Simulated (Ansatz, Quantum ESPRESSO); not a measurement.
# Complex bands of MgTe, zinc blende type, lattice constant set to 6.539 Å, part 3 of 4

How good a tunnel barrier is MgTe, zinc blende type, lattice constant set to 6.539 Å?

Quantum ESPRESSO 7.5; plane-wave DFT, LDA, GBRV ultrasoft pseudopotentials; cross-check by Ansatz 0.2.0 with PAW datasets.

So far. Step 2 (Self-consistent run): The run needed 10 iterations to bring the estimated error under 1e-09 Ry.

The structure was built from a prototype and need not be the compound's stable phase.

## (4) Complex bands with pwcond.x, with epsproj = 0.01

Level of this step: complex band structure by pwcond; plane-wave DFT, LDA, GBRV ultrasoft pseudopotentials (Quantum ESPRESSO).

How much does a setting matter? One run is repeated with a change.

cbs.w.in reads:

```
&inputcond
  outdir = './out'
  prefixl = 'scf'
  band_file = 'cbs.w'
  ikind = 0
  ewind = 4.0
  epsproj = 0.01
  nz1 = 7
  energy0 = 4.93
  denergy = -0.17
/
4
  0.00000000 0.00000000 1.00000000
  0.50000000 0.00000000 1.00000000
  0.50000000 0.50000000 1.00000000
  0.25000000 0.00000000 1.00000000
42
```

On the command line:

```console
$ OMP_NUM_THREADS=1 mpirun -n 2 pwcond.x -in cbs.w.in > cbs.w.out
```

Log:

```text
[banner, memory and clock lines left out]
Program PWCOND v.7.5 starts
[citation notice left out]

[...]
./out/scf.save/

     IMPORTANT: XC functional enforced from input :
     Exchange-correlation= PZ
                           (   1   1   0   0   0   0   0)
     Any further DFT definition will be discarded
     Please, verify this is what you really want

     Reading collected, re-writing distributed wavefunctions

===== INPUT FILE containing the left lead =====

     GEOMETRY:

     lattice parameter (alat)  =       8.7377  a.u.
     the volume                =     943.4103 (a.u.)^3
     the cross section         =      76.3467 (a.u.)^2
     l of the unit cell        =       1.4142 (alat)
     number of atoms/cell      =            4
     number of atomic types    =            2

     crystal axes: (cart. coord. in units of alat)
               a(1) = (  1.0000  0.0000  0.0000 )
               a(2) = (  0.0000  1.0000  0.0000 )
               a(3) = (  0.0000  0.0000  1.4142 )

   Cartesian axes

     site n.     atom                  positions (alat units)
          1        Mg     tau(  1)=(  0.0000  0.0000  1.4142  )
          2        Te     tau(  2)=(  0.5000  0.0000  0.3536  )
          3        Mg     tau(  3)=(  0.5000  0.5000  0.7071  )
          4        Te     tau(  4)=(  0.0000  0.5000  1.0607  )

     nr1s                      =           36
     nr2s                      =           36
     nr3s                      =           50
     nr1sx                     =           36
     nr2sx                     =           36
     nr3sx                     =           50
     nr1                       =           40
     nr2                       =           40
     nr3                       =           60
     nr1x                      =           40
     nr2x                      =           40
     nr3x                      =           60

 _______________________________
  Radii of nonlocal spheres:

     type       ibeta     ang. mom.          radius (alat units)
       Mg         1         0                    0.1733
       Mg         2         0                    0.1733
       Mg         3         0                    0.1733
       Mg         4         1                    0.1733
       Mg         5         1                    0.1733
       Mg         6         2                    0.1733
       Mg         7         2                    0.1733
       Te         1         0                    0.3030
       Te         2         0                    0.3030
       Te         3         1                    0.3030
       Te         4         1                    0.3030
       Te         5         2                    0.3030
----- General information -----

----- Complex band structure calculation -----

     nrx                       =           36
     nry                       =           36
     nz1                       =            7

     energy0               =         4.9E+00
     denergy               =        -1.7E-01
     nenergy               =         42
     ecut2d                =         4.0E+01
     ewind                 =         4.0E+00
     epsproj               =         1.0E-02

     number of k_|| points=    4
                       cryst. coord.
        k(    1) = (   0.0000000   0.0000000), wk =   0.2500000
        k(    2) = (   0.5000000   0.0000000), wk =   0.2500000
        k(    3) = (   0.5000000   0.5000000), wk =   0.2500000
        k(    4) = (   0.2500000   0.0000000), wk =   0.2500000
----- Information about left lead -----

     nocros                   =           19
     noins                    =           45
     norb                     =           83
     norbf                    =           83
     nrz                      =           50

      iorb      type   ibeta   ang. mom.   m       position (alat)
        1        1       1        0        1   taunew(   1)=(  0.0000  0.0000  0.0000)
        2        1       2        0        1   taunew(   2)=(  0.0000  0.0000  0.0000)
[...]
83        1       7        2        5   taunew(  83)=(  0.0000  0.0000  1.4142)
 ngper, shell number =          241          35
 ngper, n2d =          241          68
---  E-Ef =    4.9300000  k =    0.0000000   0.0000000
---  ie =          1  ik =          1
 Nchannels of the left tip =            1
 Right moving states:
   k1(2pi/a)   k2(2pi/a)   E-Ef (eV)
  -0.2079069  -0.0000000   4.9300000
 Left moving states:
   k1(2pi/a)   k2(2pi/a)   E-Ef (eV)
   0.2079066  -0.0000000   4.9300000

---  E-Ef =    4.7600000  k =    0.0000000   0.0000000
---  ie =          2  ik =          1
 Nchannels of the left tip =            1
 Right moving states:
   k1(2pi/a)   k2(2pi/a)   E-Ef (eV)
  -0.2573009  -0.0000000   4.7600000
 Left moving states:
   k1(2pi/a)   k2(2pi/a)   E-Ef (eV)
   0.2573006  -0.0000000   4.7600000
[... further energies and points left out ...]
---  E-Ef =   -1.8700000  k =    0.2500000   0.0000000
---  ie =         41  ik =          4
 Nchannels of the left tip =            1
 Right moving states:
   k1(2pi/a)   k2(2pi/a)   E-Ef (eV)
  -0.2300231   0.0000000  -1.8700000
 Left moving states:
   k1(2pi/a)   k2(2pi/a)   E-Ef (eV)
   0.2300231   0.0000000  -1.8700000

---  E-Ef =   -2.0400000  k =    0.2500000   0.0000000
---  ie =         42  ik =          4
 Nchannels of the left tip =            1
 Right moving states:
   k1(2pi/a)   k2(2pi/a)   E-Ef (eV)
  -0.2904132   0.0000000  -2.0400000
 Left moving states:
   k1(2pi/a)   k2(2pi/a)   E-Ef (eV)
   0.2904130   0.0000000  -2.0400000

[...]
```

Wall time 2.2 min (2 MPI ranks of Arm Neoverse N1, shared host); peak memory 0.12 GiB.

The changed values were drawn from a wide range, not chosen for quality; the comparison shows what they did here together.

Beside the run it was changed from:

| quantity | this run | unchanged run | difference |
| --- | --- | --- | --- |
| peak of the smallest κ at the zone centre (Å⁻¹) | 0.148 | 0.147 | 0.0010 |
| peak of the smallest κ at (1/2, 0) (Å⁻¹) | 0.255 | 0.255 | 0 |
| peak of the smallest κ at (1/2, 1/2) (Å⁻¹) | 0.329 | 0.33 | -0.0010 |
| wall time (s) | 133 | 1112 |  |

The physical values in this table move by up to 0.68 %.

## (5) Complex band structure, with nenergy = 0

Another try, with an input changed as a hurried user might.

cbs.bad.in reads:

```
&inputcond
  outdir = './out'
  prefixl = 'scf'
  band_file = 'cbs.bad'
  ikind = 0
  ewind = 4.0
  epsproj = 1e-05
  nz1 = 7
  energy0 = 4.93
  denergy = -0.17
/
4
  0.00000000 0.00000000 1.00000000
  0.50000000 0.00000000 1.00000000
  0.50000000 0.50000000 1.00000000
  0.25000000 0.00000000 1.00000000
0
```

On the command line:

```console
$ OMP_NUM_THREADS=1 mpirun -n 2 pwcond.x -in cbs.bad.in > cbs.bad.out
```

Log:

```text
[banner, memory and clock lines left out]
Program PWCOND v.7.5 starts
[citation notice left out]

[...]
./out/scf.save/

     IMPORTANT: XC functional enforced from input :
     Exchange-correlation= PZ
                           (   1   1   0   0   0   0   0)
     Any further DFT definition will be discarded
     Please, verify this is what you really want

     Reading collected, re-writing distributed wavefunctions

===== INPUT FILE containing the left lead =====

     GEOMETRY:

     lattice parameter (alat)  =       8.7377  a.u.
     the volume                =     943.4103 (a.u.)^3
     the cross section         =      76.3467 (a.u.)^2
     l of the unit cell        =       1.4142 (alat)
     number of atoms/cell      =            4
     number of atomic types    =            2

     crystal axes: (cart. coord. in units of alat)
               a(1) = (  1.0000  0.0000  0.0000 )
               a(2) = (  0.0000  1.0000  0.0000 )
               a(3) = (  0.0000  0.0000  1.4142 )

   Cartesian axes

     site n.     atom                  positions (alat units)
          1        Mg     tau(  1)=(  0.0000  0.0000  1.4142  )
          2        Te     tau(  2)=(  0.5000  0.0000  0.3536  )
          3        Mg     tau(  3)=(  0.5000  0.5000  0.7071  )
          4        Te     tau(  4)=(  0.0000  0.5000  1.0607  )

     nr1s                      =           36
     nr2s                      =           36
     nr3s                      =           50
     nr1sx                     =           36
     nr2sx                     =           36
     nr3sx                     =           50
     nr1                       =           40
     nr2                       =           40
     nr3                       =           60
     nr1x                      =           40
     nr2x                      =           40
     nr3x                      =           60

 _______________________________
  Radii of nonlocal spheres:

     type       ibeta     ang. mom.          radius (alat units)
       Mg         1         0                    0.1733
       Mg         2         0                    0.1733
       Mg         3         0                    0.1733
       Mg         4         1                    0.1733
       Mg         5         1                    0.1733
       Mg         6         2                    0.1733
       Mg         7         2                    0.1733
       Te         1         0                    0.3030
       Te         2         0                    0.3030
       Te         3         1                    0.3030
       Te         4         1                    0.3030
       Te         5         2                    0.3030
----- General information -----

----- Complex band structure calculation -----

     nrx                       =           36
     nry                       =           36
     nz1                       =            7

     energy0               =         4.9E+00
     denergy               =        -1.7E-01
     nenergy               =          0
     ecut2d                =         4.0E+01
     ewind                 =         4.0E+00
     epsproj               =         1.0E-05

     number of k_|| points=    4
                       cryst. coord.
        k(    1) = (   0.0000000   0.0000000), wk =   0.2500000
        k(    2) = (   0.5000000   0.0000000), wk =   0.2500000
        k(    3) = (   0.5000000   0.5000000), wk =   0.2500000
        k(    4) = (   0.2500000   0.0000000), wk =   0.2500000
----- Information about left lead -----

     nocros                   =           19
     noins                    =           45
     norb                     =           83
     norbf                    =           83
     nrz                      =           50

      iorb      type   ibeta   ang. mom.   m       position (alat)
        1        1       1        0        1   taunew(   1)=(  0.0000  0.0000  0.0000)
        2        1       2        0        1   taunew(   2)=(  0.0000  0.0000  0.0000)
[...]
83        1       7        2        5   taunew(  83)=(  0.0000  0.0000  1.4142)
 ngper, shell number =          241          35
 ngper, n2d =          241         171
 ngper, shell number =          242          52
 ngper, n2d =          242         167
 ngper, shell number =          248          29
 ngper, n2d =          248         174
 ngper, shell number =          242          95
 ngper, n2d =          242         242

[...]
```

Elapsed: 10 s, on 2 MPI ranks; peak memory 0.15 GiB.

The run finished, but its numbers are not taken as the system's. The fault: no energies.

(Continued in part 4 of 4.)

[Logs are printed without paths, hosts, clocks, repeated set-up lines and the standing remarks that a program may print on its own settings, such as how far it seeks lower states.]

[Hosts, paths, dates, database ids (printed as entryN), source tags and the programs' standing remarks are cut or masked in the printed files.]

[Maps of the electrostatic potential energy from Ansatz leave out the sawtooth potential of an applied field or a dipole correction, so their vacuum need not be flat; planar profiles and work functions include it.]
